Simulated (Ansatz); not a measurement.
BN:

```
CELL_PARAMETERS angstrom
1.25112 0.72234 3.37293
-1.25112 0.72234 3.37293
0.00000 -1.44467 3.37293
ATOMIC_POSITIONS crystal
N 0.66724 0.66724 0.66724
B 0.00033 0.00033 0.00033
```

The cell is a database's computed one.

- Program: Ansatz 0.2.0
- Task: single point
- Functional: PBE
- Potentials or basis: Ansatz PAW
- Cutoff: 420 eV (not typed: the program's choice for these potentials)
- k mesh: 12 × 12 × 12
- Occupations: fermi-dirac, width 0.05 eV
- Spin: no spin polarisation

On this cell: pressure 3.6 GPa; largest force under 0.003 eV/Å; band gap on the k mesh 4.29 eV, indirect (least direct gap 4.70 eV).

The same run follows on a disturbed copy (atoms moved at random, drawn with an rms of 0.05 Å):

```xyz
2
Lattice="1.2511 0.7223 3.3729 -1.2511 0.7223 3.3729 0.0000 -1.4447 3.3729" Properties=species:S:1:pos:R:3 pbc="T T T"
N     0.0391    0.0429    6.7377
B    -0.0334   -0.0240    0.0514
```

Problem. What does the disturbed cell give?

Solution. The energy moves by +105.0 meV/atom; pressure 6.7 GPa; largest force 3.705 eV/Å; band gap on the k mesh 3.73 eV, indirect (least direct gap 4.59 eV).

Forces on the atoms (eV/Å):
```
N   -2.388 -2.735  0.736
B    2.388  2.735 -0.736
```

Stress tensor (GPa, compression positive):
```
 1.45 -6.88  1.31
-6.88 16.56  1.48
 1.31  1.48  2.06
```

A k mesh can miss the band edges.
